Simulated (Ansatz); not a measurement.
# BN (P6_3/mmc): a single-point run

Wanted: a converged single-point run for BN (P6_3/mmc), and a check of what comes out. The structure is shown as the input types it.

Program: Ansatz 0.2.0. Level of theory: DFT r2SCAN, scalar-relativistic, plane waves, PAW. These are calculated values, not measurements.

1 further run of the same task is left out (it didn't finish). Runs told in other sessions of the task aren't counted.

## Step 1: Starting point

It takes space group P6_3/mmc (No. 194, hexagonal). The conventional cell has a = 2.501 Å, b = 2.501 Å, c = 6.896 Å, α = 90.00°, β = 90.00°, γ = 120.00°. B (site symmetry -6m2) has 3 N at 1.44 Å in its first shell of neighbours. Around N (site symmetry -6m2) lie 3 B at 1.44 Å.

Structure file:

```cif
data_structure
_symmetry_space_group_name_H-M 'P 1'
_symmetry_Int_Tables_number 1
_cell_length_a 2.5010
_cell_length_b 2.5010
_cell_length_c 6.8958
_cell_angle_alpha 90.000
_cell_angle_beta 90.000
_cell_angle_gamma 120.000
_cell_volume 37.35
loop_
_atom_site_label
_atom_site_type_symbol
_atom_site_fract_x
_atom_site_fract_y
_atom_site_fract_z
_atom_site_occupancy
B1 B 0.33333 0.66667 0.25000 1
B2 B 0.66667 0.33333 0.75000 1
N1 N 0.33333 0.66667 0.75000 1
N2 N 0.66667 0.33333 0.25000 1
```

## Step 2: Input and run

input.yaml

```yaml
crystal:
  lattice:
    - [2.500969763076, 2.886749681779e-11, 0.0]
    - [-1.250484881563, 2.165903348906, 0.0]
    - [0.0, 0.0, 6.8957976065]
  atoms:
    - { symbol: B, position: [0.3333333333333, 0.6666666666667, 0.25] }
    - { symbol: B, position: [0.6666666666667, 0.3333333333333, 0.75] }
    - { symbol: "N", position: [0.3333333333333, 0.6666666666667, 0.75] }
    - { symbol: "N", position: [0.6666666666667, 0.3333333333333, 0.25] }
basis:
  ecutwfc: 500
  ecutrho_ratio: 4
kpoints:
  mp_grid: { grid: [1, 1, 1] }
hamiltonian:
  xc: r2scan
scf:
  occupations: { method: gaussian, width: 0.05 }
  max_iter: 80
output:
  forces: true
  stress: true
```

Started as:

```bash
ansatz run input.yaml --threads 4 --pin off --max-ram 7168MiB --backend cpu --events-out ev --progress --plain --runs-dir out
```

What happens when this is run?

The run converged and reported no error. It gives a pressure of 18 GPa, which is large; a structure far from rest gives such values too, whatever the setting.

Look at the input: kpoints.mp_grid.grid is [1, 1, 1]. Band dispersion is ignored when only one k-point is used.

To check: set kpoints.mp_grid.grid to [10, 10, 4].
